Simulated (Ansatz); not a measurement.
# V (Im-3m) in Ansatz: notebook

One crystal, V, is run at these levels: PBE, RPBE+D4, RPBE; tasks: single point, relaxation of cell and atoms.

Everything below comes from runs of Ansatz 0.2.0. Logs are shortened: lines on timing, memory, paths and dates and some standing lists are left out, and cuts for length are marked.

### Step 1. Starting point

It takes space group Im-3m (No. 229, cubic). The conventional cell has a = 3.029 Å, b = 3.029 Å, c = 3.029 Å, α = 90.00°, β = 90.00°, γ = 90.00°. V (site symmetry m-3m) has 8 V at 2.62 Å as nearest neighbours.

### Step 2. Single point, PBE, collinear spin, ferromagnetic start

Input file input.yaml:

```yaml
crystal:
  lattice:
    - [-1.51435, 1.51435, 1.51435]
    - [1.51435, -1.51435, 1.51435]
    - [1.51435, 1.51435, -1.51435]
  atoms:
    - { symbol: V, position: [0.0, 0.0, 0.0], spin: 2.0 }
kpoints:
  mp_grid: { grid: [12, 12, 12] }
scf:
  occupations: { method: gaussian, width: 0.023 }
hamiltonian:
  xc: pbe
  pseudopotentials: { kind: all_electron, lapw: { basis_error: 0.001 } }
magnetization:
  spin_polarized: true
output:
  forces: true
  stress: true
  eigenvalues: true
```

Potentials or basis: all-electron LAPW, scalar-relativistic.

Launch:

```bash
ansatz run input.yaml --threads 2 --pin off --max-ram 6144MiB --backend cpu --events-out ev --progress --plain --runs-dir out
```

The log of the run:

```text
Warning: RAYON_NUM_THREADS=2 ignored (pool sized by the plan → 2); use --threads N
LAPW: plane waves up to 8.222 Å⁻¹, error target 1.0e-3 eV per atom; small_component_spin mean_spin; V in spheres of 1.311 Å, 13 of its electrons in bands, Dirac shells [] (how accurate: hamiltonian.pseudopotentials.lapw.basis_error, Limitations)
Engine: ansatz 0.2.0, aarch64-unknown-linux-gnu
Pseudopotentials: kind: all_electron
Pseudopotential: V, LAPW, valence charge 13, lapw/all_electron/scalar/gaussian/V, Koelling and Harmon's equation, gaussian nucleus
Functional definition: PBE
  parameter kappa = 0.804
  parameter beta = 0.06672455060314922
  exchange = pbe_x(kappa = kappa, mu = beta*pi^2/3)
  correlation = pbe_c(beta = beta)
Crystal: 1 atoms, lattice volume = 13.891 Å³
Basis set: ecut = 257.5864757679866 eV, 135 PW (Γ), exchange–correlation at level 2
Bands: 12, of which v1, the nominal top of the filled ones, is band 7 counted from 1 (6 counted from 0)
Symmetry: 48 space group operations
Space group: Im-3m (ITA 229), of the structure as read, at distance tolerance 2.4e-5 Å
Magnetic group: BNS 229.140 (UNI 1642), of the structure as read, at distance tolerance 2.4e-5 Å
k-points: 72 of 1728
Non-local potential: V, projectors of the file, none
Initial density: superposition of atomic densities (chi_scale 0.1, normalization cell)
Starting moments: Σ|m| = 2 μB on 1 of 1 site
Initial wavefunctions: plane waves of lowest kinetic energy (no species holds an atomic orbital)
Functional: x = pbe(κ = 0.804, μ = 0.2195149727645171), c = pbe(β = 0.06672455060314922)
iter 1 solved again at ethr=3.05e-4 eV; its pass at ethr=1.00e-1 eV (dr2=3.96e-2 eV) is discarded
SCF iter   1: F=—  HF=-25832.325182 eV  |F-HF|=—  |Δ(HF+E_count)|=         —  Δρ=6.53e-2 (↑6.53e-2 ↓5.48e-2)  dr2=4.00e-2  dr2_m=4.47e-1  M=0.556 μB ∫|m|=0.556 μB  β_m=0.30  ethr=3.05e-4  ⟨swp⟩=3.0  Hψ=12243  notcnv=0
Mixer restart at iter 1: flushing history
preconditioner: auto → none  [insulator: Δε(μ)=0.027 eV  Ē_g=8.579 eV  σ=0.023 eV  W_gap=0.54  n_scr=0 (ndim 8)  ℏωp=22.3 eV  f_vac=0.000  D(μ)=1.67/eV (n_scr^D=18)  ε∞_Penn≈7.7]
SCF iter   2: F=—  HF=-25832.118491 eV  |F-HF|=—  |Δ(HF+E_count)|=   2.07e-1  Δρ=4.39e-2 (↑4.39e-2 ↓3.91e-2)  dr2=8.12e-3  dr2_m=2.16e-1  M=0.560 μB ∫|m|=0.560 μB  β_m=0.61  ethr=3.05e-4  ⟨swp⟩=2.4  Hψ=5397  notcnv=0
SCF iter   3: F=—  HF=-25832.104258 eV  |F-HF|=—  |Δ(HF+E_count)|=   1.42e-2  Δρ=1.35e-2 (↑1.35e-2 ↓9.62e-3)  dr2=7.93e-3  dr2_m=1.46e-2  M=0.361 μB ∫|m|=0.361 μB  β_m=0.54  ethr=6.25e-5  ⟨swp⟩=2.9  Hψ=5603  notcnv=0
iter 4 solved again at ethr=1.92e-8 eV; its pass at ethr=6.10e-5 eV (dr2=2.49e-6 eV) is discarded
SCF iter   4: F=—  HF=-25832.070542 eV  |F-HF|=—  |Δ(HF+E_count)|=         —  Δρ=7.10e-3 (↑7.10e-3 ↓7.06e-3)  dr2=2.38e-6  dr2_m=6.38e-3  M=0.216 μB ∫|m|=0.216 μB  β_m=0.68  ethr=1.92e-8  ⟨swp⟩=3.7  Hψ=9414  notcnv=0
the basis was enlarged: its passes take 467.2 KiB over the memory plan, 2 of 2 planned eigensolver slots
SCF iter   5: F=—  HF=-25832.071867 eV  |F-HF|=—  |Δ(HF+E_count)|=   1.33e-3  Δρ=1.68e-3 (↑1.68e-3 ↓1.55e-3)  dr2=9.56e-6  dr2_m=3.26e-4  M=0.160 μB ∫|m|=0.160 μB  β_m=0.84  ethr=1.83e-8  ⟨swp⟩=4.0  Hψ=5942  notcnv=0
SCF iter   6: F=—  HF=-25832.073329 eV  |F-HF|=—  |Δ(HF+E_count)|=   1.46e-3  Δρ=3.98e-4 (↑3.98e-4 ↓3.45e-4)  dr2=9.45e-7  dr2_m=1.73e-5  M=0.126 μB ∫|m|=0.126 μB  β_m=0.88  ethr=1.83e-8  ⟨swp⟩=4.0  Hψ=6158  notcnv=0
SCF iter   7: F=—  HF=-25832.073329 eV  |F-HF|=—  |Δ(HF+E_count)|=   1.02e-8  Δρ=7.43e-5 (↑7.43e-5 ↓6.92e-5)  dr2=4.40e-8  dr2_m=6.41e-7  M=0.120 μB ∫|m|=0.120 μB  β_m=0.94  ethr=7.27e-9  ⟨swp⟩=3.0  Hψ=5212  notcnv=0
SCF iter   8: F=—  HF=-25832.073331 eV  |F-HF|=—  |Δ(HF+E_count)|=   2.51e-6  Δρ=2.41e-5 (↑2.40e-5 ↓2.41e-5)  dr2=4.75e-9  dr2_m=7.18e-8  M=0.121 μB ∫|m|=0.121 μB  β_m=0.94  ethr=3.39e-10  ⟨swp⟩=3.0  Hψ=4868  notcnv=0
SCF iter   9: F=—  HF=-25832.073331 eV  |F-HF|=—  |Δ(HF+E_count)|=   1.81e-8  Δρ=3.29e-6 (↑2.48e-6 ↓3.29e-6)  dr2=7.00e-10  dr2_m=8.27e-10  M=0.122 μB ∫|m|=0.122 μB  β_m=0.97  ethr=3.65e-11  ⟨swp⟩=3.0  Hψ=4854  notcnv=0
SCF iter  10: F=—  HF=-25832.073331 eV  |F-HF|=—  |Δ(HF+E_count)|=   4.66e-9  Δρ=6.98e-7 (↑6.80e-7 ↓6.98e-7)  dr2=1.17e-12  dr2_m=5.97e-11  M=0.122 μB ∫|m|=0.122 μB  β_m=0.89  ethr=5.39e-12  ⟨swp⟩=3.0  Hψ=4864  notcnv=0
SCF iter  11: F=-25832.073331 eV  HF=-25832.073331 eV  |F-HF|=1.46e-11  |Δ(HF+E_count)|=  1.89e-10  Δρ=6.62e-8 (↑4.30e-8 ↓6.62e-8)  dr2=5.23e-13  dr2_m=1.99e-13  M=0.122 μB ∫|m|=0.122 μB  ethr=1.00e-12  ⟨swp⟩=2.0  Hψ=4521  notcnv=0
SCF 1 converged in 11 iterations: F = -25832.073331 eV  dr2 = 5.23e-13
SCF converged after 11 iterations
Magnetization: 0.1218 μB (6.5609 up, 6.4391 down)
Absolute magnetization: 0.1218 μB (∫|ρ↑−ρ↓|)
Spin contamination: 0.0001 ħ² per cell (⟨S²⟩ above its minimum at these occupations)
Per-site moments (μB) at R_I (Å): [(0.11080212485362573, 1.3114655506785995)]
Free energy (F): -25832.073331 eV
Harris-Foulkes:  -25832.073331 eV  (|F-HF|=1.46e-11)
Internal energy: -25832.072860 eV  (E = F + TS)
E sigma→0 (E₀):  -25832.073095 eV
Entropy (-TS):   -0.000471 eV (-0.471 meV/atom)
Fermi energy:    16.419942 eV
--- Per-component energies (eV) ---
  E_band       = -145.699337
  E_kinetic    = 26105.387895
  E_xc         = -1236.060716
  E_electrostatic = -50701.400039  (all electrons and nuclei)
  E_smearing   = -0.000471  (= −TS)
  E_closure    = 0.000000  (closes the sum)
  E_atoms      = -25823.683572  (free atoms, spherical and without spin; not in F)
  Σ components = -25832.073331   (vs F -25832.073331, Δ=0.00e0)
  Basis errors (estimates in eV, not in F): energy 2.2e-4 per atom: plane waves 2.0e-4 (1.1e-4 summed), levels above the bands 0.0e0, relativity 8.2e-9, radial functions 2.0e-5, core shells 8.2e-8; eigenvalues (radial functions only) 1.5e-6; not estimated: angular momenta, meshes, grids; target (lapw.basis_error) 1.0e-3; muffin-tin radii V 1.311 Å
--- Forces (eV/Å), atoms counted from 1 ---
  atom   1  V      0.00000000    -0.00000000     0.00000000
  max |Σ_I F_I| component: 1.11e-31 eV/Å
--- Stress (GPa, compression-positive) ---
       -5.295721      -0.000000       0.000000
       -0.000000      -5.295721      -0.000000
        0.000000      -0.000000      -5.295721
  P = ⅓ Tr σ = -5.2957 GPa (-52.957 kbar)
--- Band table (eV; the first three rows and the last of 144) ---
  k-point 0 ↑: bands = ["-47.3382", "-20.6804", "-20.6804", "-20.6804", "9.8984", "16.7984", "16.7984", "16.7984", "18.7658", "18.7658", "36.7122", "36.7122"]
  k-point 1 ↑: bands = ["-47.3266", "-20.7374", "-20.6979", "-20.6807", "10.1695", "16.6860", "16.7715", "16.9895", "18.6423", "18.7735", "36.1442", "36.6302"]
  k-point 2 ↑: bands = ["-47.2949", "-20.8914", "-20.7457", "-20.6817", "10.9323", "16.3907", "16.6275", "17.5356", "18.4474", "18.8047", "34.5282", "36.0140"]
  k-point 71 ↓: bands = ["-46.9443", "-21.1445", "-21.1445", "-21.1445", "13.6204", "13.6204", "20.0942", "20.0942", "20.0942", "26.4150", "26.4150", "26.4150"]
```

It took 6.8 s on 2 threads of Arm Neoverse V1, shared host; peak memory 0.33 GiB.

What came out:

| Item | Value |
| --- | --- |
| Free energy | -25832.0733 eV |
| Pressure | -5.3 GPa |
| Band gap on the k mesh | none (metal or under the smearing width) |
| Net moment | 0.12 μB per cell |
| Absolute moment | 0.12 μB per cell |
| Site moments | V +0.11 μB |

Caveat: the starting moments weren't kept.

### Step 3. Relaxation of cell and atoms, RPBE+D4, collinear spin, ferromagnetic start

input.yaml, as its differences from that of step 2:

```diff
@@ -10,5 +10,6 @@
 scf:
-  occupations: { method: gaussian, width: 0.023 }
+  occupations: { method: fermi_dirac, width: 0.05 }
 hamiltonian:
-  xc: pbe
+  xc: rpbe
+  dispersion: d4
   pseudopotentials: { kind: all_electron, lapw: { basis_error: 0.001 } }
@@ -19,2 +20,5 @@
   stress: true
-  eigenvalues: true
+relax:
+  f_tol: 0.01
+  max_steps: 60
+  cell: {}
```

Potentials or basis: all-electron LAPW, scalar-relativistic.

Launch:

```bash
ansatz run input.yaml --threads 2 --pin off --max-ram 6144MiB --backend cpu --events-out ev --progress --plain --runs-dir out
```

The log of the run:

```text
Warning: RAYON_NUM_THREADS=2 ignored (pool sized by the plan → 2); use --threads N
The last accepted step is kept in <dir> (removed where the run ends without a failure and the disk answers)
LAPW: plane waves up to 8.521 Å⁻¹, error target 1.0e-3 eV per atom; small_component_spin mean_spin; V in spheres of 1.272 Å, 13 of its electrons in bands, Dirac shells [] (how accurate: hamiltonian.pseudopotentials.lapw.basis_error, Limitations)
[... 3 set-up lines as earlier in the session ...]
Functional definition: RPBE
[... 2 set-up lines as earlier in the session ...]
  exchange = rpbe_x(kappa = kappa, mu = beta*pi^2/3)
[... 1 set-up line as earlier in the session ...]
Crystal: 1 atoms, lattice volume = 13.891 Å³
Basis set: ecut = 276.6218316156298 eV, 141 PW (Γ), exchange–correlation at level 2
Bands: 12, of which v1, the nominal top of the filled ones, is band 7 counted from 1 (6 counted from 0)
[... 2 set-up lines as earlier in the session ...]
Magnetic group: BNS 229.140 (UNI 1642), of the structure as read, at distance tolerance 2.4e-5 Å
k-points: 72 of 1728
[... 2 set-up lines as earlier in the session ...]
Starting moments: Σ|m| = 2 μB on 1 of 1 site
[... 1 set-up line as earlier in the session ...]
Functional: x = rpbe, c = pbe(β = 0.06672455060314922)
iter 1 solved again at ethr=3.63e-4 eV; its pass at ethr=1.00e-1 eV (dr2=4.72e-2 eV) is discarded
SCF iter   1: F=—  HF=-25836.261491 eV  |F-HF|=—  |Δ(HF+E_count)|=         —  Δρ=3.97e-2 (↑3.97e-2 ↓2.81e-2)  dr2=4.76e-2  dr2_m=1.33e-1  M=1.237 μB ∫|m|=1.237 μB  β_m=0.30  ethr=3.63e-4  ⟨swp⟩=2.9  Hψ=12072  notcnv=0
Mixer restart at iter 1: flushing history
preconditioner: auto → none  [metal: Δε(μ)=0.028 eV  Ē_g=8.771 eV  σ=0.050 eV  W_gap=0.14  n_scr=0 (ndim 8)  ℏωp=22.3 eV  f_vac=0.000  D(μ)=1.44/eV (n_scr^D=18)]
SCF iter   2: F=—  HF=-25837.417221 eV  |F-HF|=—  |Δ(HF+E_count)|=         —  Δρ=6.18e-2 (↑6.18e-2 ↓5.79e-2)  dr2=5.44e-3  dr2_m=4.54e-1  M=0.353 μB ∫|m|=0.353 μB  β_m=1.00  ethr=3.63e-4  ⟨swp⟩=2.4  Hψ=5389  notcnv=0  defer=1
Mixer restart at iter 2: flushing history
iter 3 solved again at ethr=6.63e-6 eV; its pass at ethr=3.85e-4 eV (dr2=8.62e-4 eV) is discarded
SCF iter   3: F=—  HF=-25837.078649 eV  |F-HF|=—  |Δ(HF+E_count)|=   3.39e-1  Δρ=3.60e-3 (↑3.60e-3 ↓2.85e-3)  dr2=8.60e-4  dr2_m=1.06e-3  M=0.277 μB ∫|m|=0.277 μB  β_m=0.30  ethr=6.63e-6  ⟨swp⟩=2.0  Hψ=8643  notcnv=0
SCF iter   4: F=—  HF=-25837.082663 eV  |F-HF|=—  |Δ(HF+E_count)|=         —  Δρ=3.69e-3 (↑3.69e-3 ↓2.93e-3)  dr2=6.40e-4  dr2_m=1.20e-3  M=0.249 μB ∫|m|=0.249 μB  β_m=0.30  ethr=6.62e-6  ⟨swp⟩=2.6  Hψ=4676  notcnv=0
the basis was enlarged: its passes take 469.8 KiB over the memory plan, 2 of 2 planned eigensolver slots
[... 57 lines left out ...]
SCF 5 converged in 3 iterations: F = -25837.107755 eV  dr2 = 1.16e-10
relax step   5: F+E_penalty+E_count = -25837.10775485 eV  Δ(F+E_penalty+E_count) = -4.745e-7 eV  max|allowed force component| = 0.000e0 eV/Å  Δτ_max = 0.0000 Å  P = -0.001 GPa  Ω = 13.250 Å³  stress off target by 6.72e-4 GPa  SCF on the basis re-selected at this cell (its energy is not comparable with the rows above)  (3 SCF iters)
basis re-selected at this cell: Δ(F+E_penalty+E_count) = -4.745e-7 eV, ΔP = -0.000 GPa vs the last step (what re-selecting the basis moved, after the strain that the cell walked since its last selection, with what the two solves' SCF thresholds leave and, on support functions, any second-order correction that the steps lacked; it is no measure of the basis error at this ecutwfc). This SCF's stress stands 6.72e-4 GPa from its target on what of the cell is left free (relax.cell.stress_tol is 5.00e-2 GPa) and its largest allowed force component is 0.00e0 eV/Å (relax.f_tol is 1.00e-2 eV/Å): within both
SCF converged after 3 iterations
Magnetization: 0.0000 μB (6.5000 up, 6.5000 down)
Absolute magnetization: 0.0000 μB (∫|ρ↑−ρ↓|)
Spin contamination: 0.0000 ħ² per cell (⟨S²⟩ above its minimum at these occupations)
Per-site moments (μB) at R_I (Å): [(1.3955130029330576e-7, 1.2522320511958795)]
Free energy (F): -25837.107755 eV
Harris-Foulkes:  -25837.107755 eV  (|F-HF|=3.17e-10)
Internal energy: -25837.090108 eV  (E = F + TS)
E sigma→0 (E₀):  -25837.098931 eV
Entropy (-TS):   -0.017647 eV (-17.647 meV/atom)
Fermi energy:    17.487244 eV
--- Per-component energies (eV) ---
  E_band       = -132.494975
  E_kinetic    = 26113.062210
  E_xc         = -1241.245261
  E_electrostatic = -50708.295532  (all electrons and nuclei)
  E_disp       = -0.611525  (pairwise vdW)
  E_smearing   = -0.017647  (= −TS)
  E_closure    = 0.000000  (closes the sum)
  E_atoms      = -25828.573749  (free atoms, spherical and without spin; not in F)
  Σ components = -25837.107755   (vs F -25837.107755, Δ=0.00e0)
  Basis errors (estimates in eV, not in F): energy 2.4e-4 per atom: plane waves 2.2e-4 (1.2e-4 summed), levels above the bands 1.1e-92, relativity 1.3e-8, radial functions 2.4e-5, core shells 3.2e-7; eigenvalues (radial functions only) 7.6e-7; not estimated: angular momenta, meshes, grids; target (lapw.basis_error) 1.0e-3; muffin-tin radii V 1.252 Å
--- Forces (eV/Å), atoms counted from 1 ---
  atom   1  V      0.00000000    -0.00000000    -0.00000000
  max |Σ_I F_I| component: 6.57e-32 eV/Å
--- Stress (GPa, compression-positive) ---
       -0.000672       0.000000      -0.000000
        0.000000      -0.000672      -0.000000
       -0.000000      -0.000000      -0.000672
  P = ⅓ Tr σ = -0.0007 GPa (-0.007 kbar)
--- Relaxed structure (4 steps of the walk, 4 accepted, 1 SCFs on fresh bases) ---
  F+E_penalty+E_count = -25837.10775485 eV   max|allowed force component| = 0.000e0 eV/Å   (the final SCF, on the basis selected at the relaxed cell)
  cell:  # Å, volume = 13.2497 Å³
    - [-1.4906732425134184, 1.4906732425134184, 1.4906732425134184]
    - [1.4906732425134184, -1.4906732425134184, 1.4906732425134184]
    - [1.4906732425134184, 1.4906732425134184, -1.4906732425134184]
  atoms:
    - { symbol: V, position: [0.0, 0.0, 0.0] }
```

Run time: 19 s. Hardware: 2 threads of Arm Neoverse V1, shared host; peak memory 0.34 GiB.

What came out:

| Property | Result |
| --- | --- |
| Free energy | -25837.1078 eV |
| Relaxed volume | 13.25 Å³/atom |
| Relaxed cell | a = 2.582 Å, b = 2.582 Å, c = 2.582 Å, α = 109.47°, β = 109.47°, γ = 109.47° |
| Space group after relaxing (to 0.05 Å) | Im-3m (No. 229) |
| Energy gained by relaxing | 16.4 meV/atom |
| Ionic steps | 5 |
| Pressure after relaxing | 0.0 GPa |
| Net moment | 0.00 μB per cell |
| Absolute moment | 0.00 μB per cell |

The path:
| step | energy change (eV) | largest force (eV/Å) | volume (Å³) |
| --- | --- | --- | --- |
| 1 | 0.0000 | 0.0000 | 13.89 |
| 2 | -0.0161 | 0.0000 | 13.17 |
| 3 | -0.0164 | 0.0000 | 13.25 |
| 4 | -0.0164 | 0.0000 | 13.25 |
| 5 | -0.0164 | 0.0000 | 13.25 |

Final structure:
```cif
data_structure
_symmetry_space_group_name_H-M 'P 1'
_symmetry_Int_Tables_number 1
_cell_length_a 2.5819
_cell_length_b 2.5819
_cell_length_c 2.5819
_cell_angle_alpha 109.471
_cell_angle_beta 109.471
_cell_angle_gamma 109.471
_cell_volume 13.25
loop_
_atom_site_label
_atom_site_type_symbol
_atom_site_fract_x
_atom_site_fract_y
_atom_site_fract_z
_atom_site_occupancy
V1 V 0.00000 0.00000 0.00000 1
```

Caveat: the starting moments weren't kept.

### Step 4. Relaxation of cell and atoms, RPBE, collinear spin, ferromagnetic start

input.yaml, as its differences from that of step 3:

```diff
@@ -13,3 +13,2 @@
   xc: rpbe
-  dispersion: d4
   pseudopotentials: { kind: all_electron, lapw: { basis_error: 0.001 } }
@@ -21,3 +20,3 @@
 relax:
-  f_tol: 0.01
+  f_tol: 0.005
   max_steps: 60
```

Launch:

```bash
ansatz run input.yaml --threads 2 --pin off --max-ram 6144MiB --backend cpu --events-out ev --progress --plain --runs-dir out
```

Wall time 15 s (2 threads of Arm Neoverse V1, shared host); peak memory 0.34 GiB.

Results (log left out):

```
Free energy                            : -25836.5080 eV
Relaxed volume                         : 13.78 Å³/atom
Relaxed cell                           : a = 2.616 Å, b = 2.616 Å, c = 2.616 Å, α = 109.47°, β = 109.47°, γ = 109.47°
Space group after relaxing (to 0.05 Å) : Im-3m (No. 229)
Energy gained by relaxing              : 0.4 meV/atom
Ionic steps                            : 4
Pressure after relaxing                : 0.0 GPa
Net moment                             : 0.00 μB per cell
Absolute moment                        : 0.00 μB per cell
```

The path:
```tsv
step	energy change (eV)	largest force (eV/Å)	volume (Å³)
1	0.0000	0.0000	13.89
2	-0.0004	0.0000	13.77
3	-0.0004	0.0000	13.78
4	-0.0004	0.0000	13.78
```

Final structure:
```
CELL_PARAMETERS angstrom
-1.51045 1.51045 1.51045
1.51045 -1.51045 1.51045
1.51045 1.51045 -1.51045
ATOMIC_POSITIONS crystal
V 0.00000 0.00000 0.00000
```

Caveat: the starting moments weren't kept.

### Step 5. Overview

| task | level | cell | cutoff (eV) | smearing | pressure (GPa) | moment (μB) | relaxed volume (Å³/atom) |
| --- | --- | --- | --- | --- | --- | --- | --- |
| single point | PBE | as given | 258 | gaussian 0.023 eV | -5.3 | 0.12 | - |
| relaxation of cell and atoms | RPBE+D4 | relaxed | - | fermi-dirac 0.05 eV | 0.0 | 0.00 | 13.25 |
| relaxation of cell and atoms | RPBE | relaxed | - | fermi-dirac 0.05 eV | 0.0 | 0.00 | 13.78 |

Alike in all rows: potentials or basis all-electron LAPW, scalar-relativistic; spin collinear, ferromagnetic start; k mesh 12 × 12 × 12; basis error allowed 0.001 eV/atom.

Caveats: the starting moments weren't kept.

Compare energies only between runs with the same functional and basis.
